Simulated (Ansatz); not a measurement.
Born–Oppenheimer molecular dynamics of a periodic cell of 36 atoms, TaSi2 (start crystal TaSi2, start structure P6_222, volume 1.05 times the crystal's). It goes on from the last frame of an earlier run, with new velocities.

Theory: DFT PBE, scalar-relativistic, plane waves, PAW in Ansatz 0.2.0. Settings: accuracy low, PAW set soft_1, cutoff 420 eV, k mesh 2x2x2, fermi-dirac smearing 0.24 eV, no spin polarisation.

* ensemble: NVT, Langevin thermostat
* time step: 2 fs
* steps asked: 240
* set temperature: 2240 K
* friction: 0.02 /fs
* temperature schedule: 180 steps to 300 K, then 60 steps to 300 K
* seed: 233040

First frame:

```xyz
36
Lattice="-2.4292 4.2075 6.6716 4.8584 0.0000 6.6716 4.8584 8.4150 0.0000" Properties=species:S:1:pos:R:3
Ta 2.410 -0.055 3.326
Ta 0.909 2.387 5.929
Ta 3.670 2.269 7.580
Si 4.720 9.853 3.199
Si 3.441 1.123 5.319
Si 1.278 3.632 0.697
Si 2.217 2.670 3.184
Si -1.405 3.672 5.749
Si 1.119 0.401 1.218
Ta 4.878 4.249 3.376
Ta 3.731 6.566 5.506
Ta 5.953 6.110 7.598
Si 2.440 5.253 3.243
Si 6.163 4.823 5.349
Si 3.679 8.049 0.913
Si 4.566 6.960 3.314
Si 0.729 7.699 5.735
Si 3.216 4.691 1.039
Ta -0.017 4.111 3.233
Ta 3.500 6.237 12.172
Ta 1.108 6.394 7.851
Si 2.376 5.477 9.880
Si 1.017 4.956 5.686
Si 3.467 7.771 7.618
Si 4.947 7.021 10.234
Si 3.506 3.922 5.326
Si 3.594 4.988 7.345
Ta 2.428 8.469 3.430
Ta 6.196 10.307 12.136
Ta 3.138 10.511 7.844
Si 5.245 10.237 9.679
Si 3.841 8.928 5.288
Si 1.476 3.659 8.054
Si 2.667 2.675 10.098
Si 6.082 7.695 5.774
Si 5.751 9.027 7.776
```

Task: What does the run give?

Result: All steps were run.

```json
{
 "steps done": "240",
 "time covered": "480 fs",
 "mean temperature over the second half": "591 K",
 "spread of the potential energy over the second half": "25.1 meV per atom",
 "mean potential energy of the second half above the start": "-299.6 meV per atom"
}
```

The schedule's set-point averaged 463 K over the second half and the system 591 K, so it lags behind the ramp. A run of 0.48 ps of so small a system gives no equilibrium averages. Limits of this set-up: coarse k mesh, low accuracy level.

Task: What happens to the structure?

Result: Mean squared displacements from the first frame to the last, about the centre of mass: Ta 0.07 Å², Si 0.12 Å². This is one draw of velocities; another would differ in detail.

Task: How do temperature and energy run in time?

Result: 
| time (fs) | T (K) | potential energy less start (eV) |
| --- | --- | --- |
| 0 | 2178 | 0.000 |
| 40 | 2248 | 0.333 |
| 80 | 2120 | -3.062 |
| 120 | 1678 | -5.406 |
| 160 | 1645 | -5.523 |
| 200 | 1265 | -6.296 |
| 240 | 1118 | -8.515 |
| 280 | 747 | -9.751 |
| 320 | 771 | -10.637 |
| 360 | 516 | -10.961 |
| 400 | 464 | -11.486 |
| 440 | 361 | -11.765 |
| 480 | 350 | -12.018 |

Time of the run: 36 min on 4 threads of Arm Neoverse V2 (shared host), peak memory 2.7 GiB.
